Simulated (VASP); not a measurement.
The system is NiO.

```xyz
2
Lattice="0.0000 2.0859 2.0859 2.0859 0.0000 2.0859 2.0859 2.0859 0.0000" Properties=species:S:1:pos:R:3 pbc="T T T"
Ni    0.0000    0.0000    0.0000
O     2.0859    2.0859    2.0859
```

```yaml
Program: VASP 6.6.1
Task: relaxation of cell and atoms
Functional: BLYP
Potentials_or_basis: VASP PAW PBE potentials, release 54 (Ni, O)
Cutoff: 580 eV
k_mesh: 11 × 11 × 11
Occupations: tetrahedron
Spin: collinear spin, program default start
Starting_moments: "[1.0, 1.0] μB"
```

At the start: pressure 14.2 GPa; volume 9.08 Å³/atom.

Question: Where does the relaxation end?

Answer: Over 4 steps the energy falls by 28.7 meV/atom and the volume is 9.81 Å³/atom (+8.1 %); space group Fm-3m (No. 225, to 0.05 Å); moment 1.92 μB per cell.

The path:
| step | energy change (eV) | largest force (eV/Å) | pressure (GPa) | volume (Å³) |
| --- | --- | --- | --- | --- |
| 1 | 0.0000 | 0.0000 | 14.17 | 18.15 |
| 2 | -0.0229 | 0.0000 | 10.76 | 18.47 |
| 3 | -0.0575 | 0.0000 | 0.38 | 19.58 |
| 4 | -0.0575 | 0.0000 | 0.02 | 19.62 |

Final structure:
```
Ni O
1.0
     0.00000    2.14078    2.14078
     2.14078    0.00000    2.14078
     2.14078    2.14078    0.00000
Ni O
1 1
Direct
  0.00000 0.00000 0.00000
  0.50000 0.50000 0.50000
```

Caveat: the PAW data sets were made with another functional, which shifts forces and pressure a little; a cell with one magnetic atom can't hold antiferromagnetic order, which such compounds often take; tetrahedron occupations give inexact forces and stress in metals.
